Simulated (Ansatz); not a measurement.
# Stack of 2H-MoTe2 under alpha-Ga2S3 ferroelectric layer, upper layer turned by 180° in a perpendicular field

Aim: how the stack of 2H-MoTe2 under alpha-Ga2S3 ferroelectric layer, upper layer turned by 180° screens a field along its normal, and what the field does to its bands. A positive field points along +c.

Calculated with Ansatz 0.2.0; plane-wave DFT, PBE-D3(BJ), Ansatz PAW.

This is a report of a sequence of runs, with most program output left out.

## (1) The structure

The cell holds 8 atoms: 2 Te, 1 Mo, 3 S and 2 Ga. Its edges and angles: a = 3.600 Å, b = 3.600 Å, c = 57.228 Å, α = 90.0°, β = 90.0°, γ = 120.0°. Regions: layer 1: 2H-MoTe2, 3 atoms (2 Te and 1 Mo); layer 2: alpha-Ga2S3 ferroelectric layer, 5 atoms (3 S and 2 Ga). Vacuum lies along c.

## (2) Relaxation

The starting cell is a guess, so the in-plane lattice and the atoms are relaxed first, with the slab cut off from its images along the normal.

input.yaml reads:

```yaml
crystal:
  lattice:
    - [3.6, 0.0, 0.0]
    - [-1.8, 3.1176914536, 0.0]
    - [0.0, 0.0, 57.2283881193]
  atoms:
    - { symbol: Te, position: [0.3333333333, 0.6666666667, 0.3852982886] }
    - { symbol: Mo, position: [0.0, 0.0, 0.4182723313] }
    - { symbol: Te, position: [0.3333333333, 0.6666666667, 0.451246374] }
    - { symbol: S, position: [0.3333333333, 0.6666666667, 0.5062889867] }
    - { symbol: Ga, position: [0.0, 0.0, 0.525990828] }
    - { symbol: S, position: [0.0, 0.0, 0.5656564568] }
    - { symbol: Ga, position: [0.6666666667, 0.3333333333, 0.5928594048] }
    - { symbol: S, position: [0.3333333333, 0.6666666667, 0.6147017114] }
  periodic: [true, true, false]
kpoints:
  mp_grid: { grid: [12, 12, 1] }
hamiltonian:
  xc: pbe
  dispersion: d3bj
scf:
  occupations: { method: fermi_dirac, width: 0.05 }
  convergence: { dr2_threshold: 1.0e-09 }
relax:
  f_tol: 0.004
  max_steps: 90
  cell: {}
output:
  write_potential: true
  write_density: true
  volumetric_format: npy
```

Launch:

```sh
ansatz run input.yaml --threads 4 --pin off --max-ram 8192MiB --backend cpu --events-out ev --progress --plain --runs-dir out
```

The job ended after 4.7 min (4 threads of Intel Xeon at 2.70GHz, shared host; peak memory 1.4 GiB; 18 min of CPU time).

Relaxation path:

```csv
step,energy less that of the first step (eV),largest force component (eV/Å),volume (Å³)
1,0.0000,1.8597,642.31
2,-0.2901,0.8294,637.56
3,-0.3946,0.2710,635.34
4,-0.2953,1.3073,628.70
5,-0.4176,0.0548,631.14
6,-0.4194,0.0256,629.03
7,-0.4197,0.0172,628.33
8,-0.4198,0.0057,628.41
9,-0.4198,0.0011,628.40
10*,-0.4190,0.0011,628.40
```

Relaxation steps marked * repeat the geometry before them on a plane-wave basis chosen anew for their cell, so energy and pressure can jump there. Relaxation step 4 was tried and not accepted.

The run keeps the 6 symmetry operations that it works with, so distortions that break them were not tested.

| cell as run | before | after | change |
| --- | --- | --- | --- |
| a (Å) | 3.600 | 3.561 | -1.1 % |
| b (Å) | 3.600 | 3.561 | -1.1 % |

The atoms that moved most (Å, along periodic axes as changes of fractional coordinates times the final cell, across vacuum about the mean position):

| atom | dx | dy | dz | length |
| --- | --- | --- | --- | --- |
| Te3 | 0.000 | 0.000 | -0.393 | 0.393 |
| Mo2 | 0.000 | 0.000 | -0.301 | 0.301 |
| S4 | 0.000 | 0.000 | 0.283 | 0.283 |
| Ga5 | 0.000 | 0.000 | 0.237 | 0.237 |
| Te1 | 0.000 | 0.000 | -0.209 | 0.209 |
| S6 | 0.000 | 0.000 | 0.167 | 0.167 |
| Ga7 | 0.000 | 0.000 | 0.152 | 0.152 |
| S8 | 0.000 | 0.000 | 0.065 | 0.065 |

The lattice constant a goes from 3.600 to 3.561 Å.

## (3) Single point, field 0, start network

A sawtooth potential applies the field, turning back in the middle of the vacuum. With the dipole correction the typed value is the field outside the slab. The induced dipole is small, so the SCF threshold is tight.

The cell differs from the one that the last finished run ended in (c 57.228 → 31.403 Å).

input.yaml reads:

```yaml
crystal:
  lattice:
    - [3.5607960968, 0.0, 0.0]
    - [-1.7803980484, 3.0837398775, 0.0]
    - [0.0, 0.0, 31.4027144273]
  atoms:
    - { symbol: Te, position: [0.3333333333, 0.6666666667, 0.2865994282] }
    - { symbol: Mo, position: [0.0, 0.0, 0.3437689984] }
    - { symbol: Te, position: [0.3333333333, 0.6666666667, 0.4009233187] }
    - { symbol: S, position: [0.3333333333, 0.6666666667, 0.5227578622] }
    - { symbol: Ga, position: [0.0, 0.0, 0.5571997934] }
    - { symbol: S, position: [0.0, 0.0, 0.6272561794] }
    - { symbol: Ga, position: [0.6666666667, 0.3333333333, 0.6763721818] }
    - { symbol: S, position: [0.3333333333, 0.6666666667, 0.7134005718] }
kpoints:
  mp_grid: { grid: [18, 18, 1] }
  band_path:
    path: [[0, 0, 0], [0.5, 0, 0], [0.33333333, 0.33333333, 0], [0, 0, 0]]
    npoints: 16
hamiltonian:
  xc: pbe
  dispersion: d3bj
scf:
  occupations: { method: fermi_dirac, width: 0.02585 }
  convergence: { dr2_threshold: 1.0e-10 }
efield:
  axis: 3
  dipole_correction: true
  ramp_position: 0.97
  ramp_width: 0.06
  amplitude: 0
output:
  dos: { projected: true, e_range: [-6, 5] }
  write_potential: true
  write_density: true
  volumetric_format: npy
  elf: true
```

Run time: 40 s. Hardware: 4 threads; peak memory 1.3 GiB.

This step gave:

- gap on the k-mesh: 1.056 eV
- dipole along the normal: -0.08747 e·Å
- gap along the path: 1.056 eV
- smallest direct gap along the path: 1.056 eV
- step between the vacuum levels: 1.442 eV
- ionisation energy, upper face: 6.344 eV
- electron affinity, upper face: 5.289 eV
- ionisation energy, lower face: 4.903 eV
- gap, the smaller of path and mesh: 1.056 eV

Running mean over a fixed 2.8 Å (it still follows the layers) of the planar mean; the ramp of the sawtooth is left out. Electron's electrostatic potential energy less the Fermi level against z:

z (Å), electron's electrostatic potential energy less the Fermi level (eV) and a bar from the least value:
```
        4       4.37 ###########################
        5       4.37 ###########################
        6       4.28 ###########################
        7       2.97 ########################
        8       0.79 ###################
        9      -2.77 ###########
       10      -6.97 ##
       11      -8.00 
       12      -5.81 #####
       13      -1.16 ###############
       14       1.35 ####################
       15       1.01 ####################
       16      -3.23 ##########
       17      -5.96 ####
       18      -4.17 ########
       19      -2.89 ###########
       20      -3.56 ##########
       21      -5.35 ######
       22      -4.41 ########
       23      -0.70 ################
       24       3.81 ##########################
       25       5.70 ##############################
       26       5.81 ##############################
       27       5.81 ##############################
       28       5.81 ##############################
```

The density of states has structure finer than the step of the table below, so its rows give means over 0.2 eV, whole bins alone (the curve runs from -6 to 2.52 eV). Peaks (eV: height): -5.20: 12.2, -3.88: 13.2, -2.06: 14.0, -1.92: 12.5, -1.48: 14.4, 0.89: 13.5, 1.58: 19.5.

Table of density of states by energy, zero at the Fermi level of the run, which the smearing sets inside the gap; means over each step:

```csv
energy (eV),density of states (states/eV a cell)
-5.8,1.40
-5.6,2.00
-5.4,2.49
-5.2,8.52
-5.0,6.13
-4.8,6.40
-4.6,6.56
-4.4,3.74
-4.2,3.04
-4.0,6.92
-3.8,5.76
-3.6,5.63
-3.4,6.26
-3.2,6.43
-3.0,6.17
-2.8,5.95
-2.6,4.45
-2.4,3.94
-2.2,4.67
-2.0,10.7
-1.8,6.69
-1.6,5.66
-1.4,7.59
-1.2,6.19
-1.0,6.56
-0.8,3.21
-0.6,0.768
-0.4,0
-0.2,0
0.0,0
0.2,0
0.4,0
0.6,0.505
0.8,4.38
1.0,4.21
1.2,5.98
1.4,5.56
1.6,8.17
1.8,6.42
2.0,3.41
2.2,5.58
2.4,2.53
```

Projected DOS per atom over height of the atomic layer and energy from the Fermi level. Layers: Te Mo Te S Ga S Ga S from below.

Ten even steps from '_' (0.00 states/eV) to '@' (2.66 states/eV), each cell a mean:
```
........::....__
..--::::--......
--##--..--..::..
..@@..__..__..__
..@@..__________
________________
________________
________________
..**..__________
::##--____++__--
--==--____++__**
++**++____--__%%
::--..____::__--
::==::..__--..--
--==----__--..::
------++__::..::
==--==++........
..__..==....__..
--::::==..--..::
==--====::==....
....::::........
______..________
```
Columns: height of the atomic layer (Å) from 9 to 22.4 (not evenly spaced); rows upwards: energy from the Fermi level (eV) from -5.96 to 2.5.

The electronic bands at the labelled points (eV, zero at the Fermi level of the run, which the smearing sets inside the gap):

```csv
point,band 42,band 43,band 44,band 45,band 46,band 47,band 48,band 49
Γ,-1.20,-1.07,-1.07,-0.90,1.02,2.36,2.51,2.51
halfway,-1.59,-1.57,-1.26,-0.99,1.01,1.60,1.61,1.75
M,-1.88,-1.24,-1.22,-0.88,0.86,0.88,1.15,1.31
halfway,-2.34,-2.07,-1.48,-0.72,0.82,1.45,1.50,1.85
K,-2.95,-2.19,-1.43,-0.53,0.53,1.33,1.54,1.98
halfway,-1.86,-1.57,-1.28,-1.10,0.82,1.29,1.45,2.07
Γ,-1.20,-1.07,-1.07,-0.90,1.02,2.36,2.51,2.51
```

ELF in the ca plane at fractional y = 1.000, with atoms of Mo and Ga and S within 0.2 Å of it. It is the smooth field of the valence electrons, not physical close to the nuclei.

Ten even steps from '0' (0.00) to '9' (0.87), each cell a mean:
```
00000012226768522210000000112100269635862000
00011245433675335432100001233222358999951122
00135666653222356666420024666432235788632356
01467765565323565567730037888742101233222478
02478765565434565568730047888742000011112479
01356766664222466667620036777642113566422368
00123456642343246554310012454322247899842234
00000123325887423321000000122111268878962001
00000012237747622210000000012010269502872000
```
Columns run along c (16.0 Å, from fractional 0.21 to 0.72 of the cell), rows up along a (3.6 Å). Atoms in or near the plane, at fractional coordinates: Mo at (0.34, 0.00), Ga at (0.56, 0.00), S at (0.63, 0.00).

Electrostatic potential energy in the ca plane at fractional y = 1.000, with atoms of Mo and Ga and S within 0.2 Å of it. With pseudopotentials it is smooth inside the atoms' cores, unlike the true potential.

Ten even steps from '0' (-38 eV) to '9' (7 eV), each cell a mean:
```
99999999861000279999999999985333465010379999
99999999885102688999999999987544687523789999
99999988888767888889999999988777899888888888
99999876788999886678999999888889999999987788
99999865689999876568999999888899999999987788
99999877788888887778999999888888999999988888
99999988887435788889999999988656788766888999
99999999972000479999999999986333576201589999
99999999861000179999999999985333464021279999
```
Columns run along c (16.0 Å, from fractional 0.21 to 0.72 of the cell; values clipped at the 3rd and 97th percentile), rows up along a (3.6 Å). Atoms in or near the plane, at fractional coordinates: Mo at (0.34, 0.00), Ga at (0.56, 0.00), S at (0.63, 0.00).

Valence density in the ca plane at fractional y = 1.000, with atoms of Mo and Ga and S within 0.2 Å of it. It is the smooth field of the valence electrons, not physical close to the nuclei.

Ten steps, logarithmic in the rise over the least value, from '0' (0 e/Å³) to '9' (35 e/Å³), each cell a mean:
```
00000000000000000000013566421000000000001378
00000000000000000000111344311100000000001123
00000000000000000001111111111110000000011111
00000000000000000011111100111111000000011110
00000000000000000011111000111111000000111110
00000000000000000011111111111111000000011110
00000000000000000001111232211110000000001111
00000000000000000000012455421000000000001255
00000000000000000000013566521000000000001489
```
Columns run along c (16.0 Å, from fractional 0.06 to 0.57 of the cell), rows up along a (3.6 Å). Atoms in or near the plane, at fractional coordinates: Mo at (0.34, 0.00), Ga at (0.56, 0.00).

The gap is 1.06 eV, with the valence edge 6.34 eV and the conduction edge 5.29 eV under the upper vacuum level. Spin-orbit coupling, left out in this run, matters for the bands of elements this heavy.

## (4) Atoms held, field 0.1 V/Å

input.yaml, as its differences from that of step 3:

```diff
@@ -28,7 +28,6 @@
   dipole_correction: true
-  ramp_position: 0.97
-  ramp_width: 0.06
-  amplitude: 0
+  ramp_position: 0.9602
+  ramp_width: 0.0691
+  amplitude: 0.1
 output:
-  dos: { projected: true, e_range: [-6, 5] }
   write_potential: true
@@ -36,2 +35 @@
   volumetric_format: npy
-  elf: true
```

The job ended after 46 s (4 threads; peak memory 1.2 GiB).

The dipole is -0.00307 e·Å, 0.0844 e·Å from its value without field, and the gap 1.056 eV.

## (5) Atoms held, field -0.1 V/Å

input.yaml, as its differences from that of step 4:

```diff
@@ -30,3 +30,3 @@
   ramp_width: 0.0691
-  amplitude: 0.1
+  amplitude: -0.1
 output:
```

Run time: 45 s. Hardware: 4 threads; peak memory 1.2 GiB.

The dipole is -0.172 e·Å, -0.0844 e·Å from its value without field, and the gap 1.056 eV.

## (6) Response, atoms held

This step: plane-wave DFT, PBE-D3(BJ), Ansatz PAW; response to a field along the normal, atoms held (Ansatz 0.2.0).

The dipoles give the slope, and the difference of two potentials shows where the field is screened.

This step gave:

* equivalent conductor thickness p/(ε₀AE): 13.91 Å
* distance between the outer atoms: 13.40 Å

Table of dipole of the cell by applied field:

| applied field (V/Å) | dipole of the cell (e·Å) |
| --- | --- |
| -0.1000 | -0.172 |
| 0.0000 | -0.0875 |
| 0.1000 | -0.00307 |

Local field over the applied field, running mean. From the potentials at -0.1 and 0.1 V/Å; running mean over 2.8 Å. The local field over applied field by z:

| z (Å) | local field over applied field |
| --- | --- |
| 5 | 0.988 |
| 6 | 0.923 |
| 7 | 0.697 |
| 8 | 0.382 |
| 9 | 0.121 |
| 10 | 0.0409 |
| 11 | 0.0292 |
| 12 | 0.0528 |
| 13 | 0.188 |
| 14 | 0.394 |
| 15 | 0.426 |
| 16 | 0.263 |
| 17 | 0.126 |
| 18 | 0.102 |
| 19 | 0.0864 |
| 20 | 0.0708 |
| 21 | 0.0654 |
| 22 | 0.144 |
| 23 | 0.371 |
| 24 | 0.696 |
| 25 | 0.931 |
| 26 | 0.992 |
| 27 | 0.999 |

The induced electron density oscillates, so the rows of the table below give means over windows of 1 Å about each position, cut where the curve ends. Its maxima inside the range that stand out by 2 % of the span (Å: e/Å³ per V/Å): 7.7: 0.00340, 11.5: 4.0e-4, 15.6: 0.00314, 18.5: 0.00120, 19.6: 9.6e-4, 21.4: 0.00114. Its minima: 10.2: -4.8e-4, 13.8: -0.00298, 17.6: -0.00162, 19.2: 2.1e-4, 20.4: -0.00179, 23.3: -0.00364.

Electrons, planar mean, per unit field. Table of induced electron density by z; means over each step:

```
z (Å)  induced electron density (e/Å³ per V/Å)
    5                                   5.6e-5
    6                                   3.8e-4
    7                                  0.00187
    8                                  0.00251
    9                                   6.1e-4
   10                                  -1.9e-4
   11                                   1.7e-4
   12                                  -1.1e-4
   13                                 -0.00103
   14                                 -0.00229
   15                                  0.00136
   16                                  0.00184
   17                                  -2.4e-4
   18                                  -1.8e-4
   19                                   6.1e-4
   20                                  -4.5e-4
   21                                   2.7e-4
   22                                  -2.5e-4
   23                                 -0.00258
   24                                 -0.00200
   25                                  -3.3e-4
   26                                  -3.4e-5
   27                                  -3.7e-6
```

The smaller of the gaps on the path and on the k-mesh, counted as 0 under 0.03 eV. The gap stays at 1.06 eV for applied field from -0.1 to 0.1 V/Å.

By hand: between -0.1 and 0.1 V/Å the dipole changes by 0.1688 e·Å, a slope of 0.8441 e·Å²/V. A perfect conductor of thickness t has p = ε₀AEt, so t = 180.95 × 0.8441 / 10.981 = 13.91 Å (e/ε₀ = 180.95 V·Å, A in Å²).

The induced dipole is that of a conductor 13.91 Å thick.

## (7) Summary of results

| Item | Value |
| --- | --- |
| gap without field | 1.06 eV |
| ionisation energy, upper face | 6.34 eV |
| electron affinity, upper face | 5.29 eV |
| step between the vacuum levels | 1.44 eV |
| equivalent conductor thickness, atoms held | 13.9 Å |

The induced dipole equals that of a perfect conductor 13.91 Å thick, while the outer atoms lie 13.40 Å apart; an out-of-plane ε follows only once a thickness t is chosen, by 1 − 1/ε = 13.91 Å / t. The two faces differ: the vacuum level above lies 1.44 eV higher than the one below. The gap stays within 0.01 eV of 1.06 eV over the fields run, up to 0.1 V/Å in size. Semilocal functionals give gaps that are too small, and excitons are not included. Spin-orbit coupling is left out, which matters for the bands of elements this heavy.

[Logs are printed without paths, hosts, clocks, repeated set-up lines and the standing remarks that a program may print on its own settings, such as how far it seeks lower states.]

[Hosts, paths, dates, database ids (printed as entryN), source tags and the programs' standing remarks are cut or masked in the printed files.]

[Maps of the electrostatic potential energy from Ansatz leave out the sawtooth potential of an applied field or a dipole correction, so their vacuum need not be flat; planar profiles and work functions include it.]

[The density of states shown here was stored with 400 of the rows of the run's finer table, so its peaks can read low, often by over a quarter, or be missed, and its means over a window can be off by a tenth or more.]
